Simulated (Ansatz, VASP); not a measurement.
**One calculation of CsPbCl3, two programs**

```xyz
5
Lattice="5.6050 0.0000 0.0000 0.0000 5.6050 0.0000 0.0000 0.0000 5.6050" Properties=species:S:1:pos:R:3 pbc="T T T"
Cs    0.0000    0.0000    0.0000
Pb    2.8025    2.8025    2.8025
Cl    2.8025    2.8025    0.0000
Cl    0.0000    2.8025    2.8025
Cl    2.8025    0.0000    2.8025
```

Alike in both runs: task single point; functional PBEsol; k mesh 4 × 4 × 4; no spin polarisation.

|  | VASP | Ansatz |
| --- | --- | --- |
| version | VASP 6.6.1 | Ansatz 0.2.0 |
| potentials or method | VASP PAW PBE potentials, release 64 (Cs_sv, Pb_d, Cl) | plane waves, PAW |
| plane-wave cutoff (eV) | 520 | 420 |
| occupations | gaussian, width 0.01 eV | fixed |
| valence electrons in the cell | 44 | 44 |

VASP gave:

| Property | Result |
| --- | --- |
| gap on the k mesh at the Fermi level (eV) | 1.80 |

Q: Which values does Ansatz return?

A: gap on the k mesh at the Fermi level (eV): 1.79.

Caveats: spin-orbit coupling is left out, which as a rule narrows the gap of such compounds by several tenths of an eV. A hybrid or GW would open this gap; PBEsol tends to underestimate it. A k mesh can miss the band edges.
